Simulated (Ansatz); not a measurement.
## Zn in Ansatz: the effect of functional

The system is Zn.

```
Zn
1.0
     2.63391    0.00000    0.00000
    -1.31696    2.28104    0.00000
     0.00000    0.00000    4.89888
Zn
2
Direct
  0.66667 0.33333 0.75000
  0.33333 0.66667 0.25000
```

The cell isn't the ideal one: volume scaled by 0.96.

Alike in all runs:

| Quantity | Value |
| --- | --- |
| Program | Ansatz 0.2.0 |
| Task | single point |
| Potentials or basis | Ansatz PAW |
| k mesh | 11 × 11 × 6 |
| Occupations | fermi-dirac, width 0.05 eV |
| Spin | no spin polarisation |

```csv
functional,cutoff,pressure (GPa)
LDA,420 eV (not typed: the program's choice for these potentials),-6.6
PBEsol,420 eV (not typed: the program's choice for these potentials),?
r2SCAN,500 eV (not typed: the program's choice for these potentials),-1.7
```

Q: What does the run with functional PBEsol give?

A: Pressure -2.8 GPa.

Caveats: the PAW data sets come from PBE, with cores solved anew for the run's functional, which leaves a small shift of forces and pressure.
